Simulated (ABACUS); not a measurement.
# GaP: single point with WC

**The experiment to reproduce.**

From “Stacking defects in GaP nanowires: Electronic structure and optical properties”, 2018, arxiv:1810.01194, for a bulk crystal of GaP at 10 K: band gap 2.34 eV (indirect).

GaP:

```
CELL_PARAMETERS angstrom
0.00000 2.72525 2.72525
2.72525 0.00000 2.72525
2.72525 2.72525 0.00000
ATOMIC_POSITIONS crystal
Ga 0.00000 0.00000 0.00000
P 0.75000 0.75000 0.75000
```

```yaml
Program: ABACUS 3.10.1
Task: single point
Functional: WC
Potentials_or_basis: PseudoDojo NC SR 0.5 PBE stringent
Cutoff: 1551 eV
Density_cutoff: 6204 eV
Basis: plane waves
k_mesh: 6 × 6 × 6
Occupations: fermi-dirac, width 0.05 eV
Spin: no spin polarisation
Radial_cutoff_of_the_potentials_pseudo_rcut: 10 bohr
SCF_threshold_on_the_density: 1e-08
Max_SCF_steps: 100
Eigensolver: dav
Mixing: broyden
Mixing_share: 0.7
Symmetry_key: 1
Bands: 23
```

* Pressure: -0.4 GPa
* Band gap on the k mesh: 1.49 eV, indirect (least direct gap 1.67 eV)

Levels at points of the mesh, in eV from the valence-band top:
```csv
k point,band 10,band 11,band 12,band 13,band 14,band 15,band 16,band 17
"(0.00, 0.00, 0.00)",-12.55,0.00,0.00,0.00,1.67,3.80,3.80,3.80
"(0.50, 0.50, 0.50)",-10.45,-6.72,-1.13,-1.13,1.53,4.63,4.63,8.05
"(0.50, 0.50, 0.00)",-9.54,-6.85,-2.72,-2.72,1.49,1.68,10.50,10.50
```

It took 9.3 s on 4 MPI ranks on Intel(R) Xeon(R) Platinum 8488C (Sapphire Rapids) (shared host), peak memory 0.48 GiB a rank.

Against the measured gap of GaP, 2.34 eV (indirect; 10 K; quoted in “Stacking defects in GaP nanowires: Electronic structure and optical properties”, 2018, arxiv:1810.01194), the calculated 1.49 eV is off by -0.85 eV. Spin-orbit coupling on Ga is left out. The value is that of WC on a finite k mesh, which can miss the band edges, without temperature or zero-point motion. Semilocal functionals fall short of measured gaps as a rule.

Caveat: the potentials were made for another functional, which shifts forces and pressure.
